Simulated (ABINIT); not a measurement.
Planning a run of ABINIT 10.8.3 on NaF (Villiaumite). The input:

```
acell 3*1.0 Angstrom
rprim 
  -0.000000000000 2.310000000000 2.310000000000
  2.310000000000 0.000000000000 2.310000000000
  2.310000000000 2.310000000000 0.000000000000
ntypat 2
znucl 11 9
natom 2
typat 1 2
xred 
  0.000000000000 0.000000000000 0.000000000000
  0.500000000000 0.500000000000 0.500000000000
pp_dirpath "pseudos"
pseudos "Na.upf, F.upf"
ecut 38
ngkpt 6 6 6
nshiftk 1
shiftk 0 0 0
kptopt 1
chksymbreak 0
istwfk *1
occopt 1
irdwfk 1
optdriver 4
nband 190
gwcalctyp 10
ecutsigx 38
symsigma 1
nkptgw 16
kptgw 
  0.0000000000 0.0000000000 0.0000000000
  0.1666666667 0.0000000000 0.0000000000
  0.3333333333 0.0000000000 0.0000000000
  0.5000000000 0.0000000000 0.0000000000
  0.1666666667 0.1666666667 0.0000000000
  0.3333333333 0.1666666667 0.0000000000
  0.5000000000 0.1666666667 0.0000000000
  -0.3333333333 0.1666666667 0.0000000000
  -0.1666666667 0.1666666667 0.0000000000
  0.3333333333 0.3333333333 0.0000000000
  0.5000000000 0.3333333333 0.0000000000
  -0.3333333333 0.3333333333 0.0000000000
  0.5000000000 0.5000000000 0.0000000000
  0.5000000000 0.3333333333 0.1666666667
  -0.3333333333 0.3333333333 0.1666666667
  -0.3333333333 0.5000000000 0.1666666667
bdgw 
  1 15
  1 15
  1 15
  1 15
  1 15
  1 15
  1 15
  1 15
  1 15
  1 15
  1 15
  1 15
  1 15
  1 15
  1 15
  1 15
ecuteps 9.6
irdscr 1
ppmodel 1
irdqps 1
indata_prefix "in"
outdata_prefix "out"
tmpdata_prefix "tmp"
```

The database entry behind the starting cell differs from later determinations by our own check (0.1 to 0.3 % short, probably kX units), so it need not match the best structure at ambient conditions.

```sh
OMP_NUM_THREADS=1 mpirun -n 8 abinit run.abi > log
```

Question: Estimate wall time and host memory on 8 MPI ranks of Arm Neoverse V2, shared host.

It took 19 min; on shared hardware allow 9.6 min to 39 min. Peak host memory was 3.1 GiB.

[Paths, hosts, dates, memory and timing lines, banners, echoed tables and standing remarks are left out of the program output.]

[Logs are printed without paths, hosts, clocks, repeated set-up lines and the standing remarks that a program may print on its own settings, such as how far it seeks lower states.]

[Runs of the session that timed out or met a known fault of the program may be left out.]

[Hosts, paths, dates, database ids (printed as entryN), source tags and the programs' standing remarks are cut or masked in the printed files.]

[G0W0 gaps are taken among the corrected bands and points alone; a level outside them can change the order at an edge.]

[Where Ansatz stands beside ABINIT at settings called matched, ABINIT's density can come from a denser mesh and the files from another edition; pairs whose starting gaps differed by over 0.03 eV were left out, so agreement reads better than it is.]
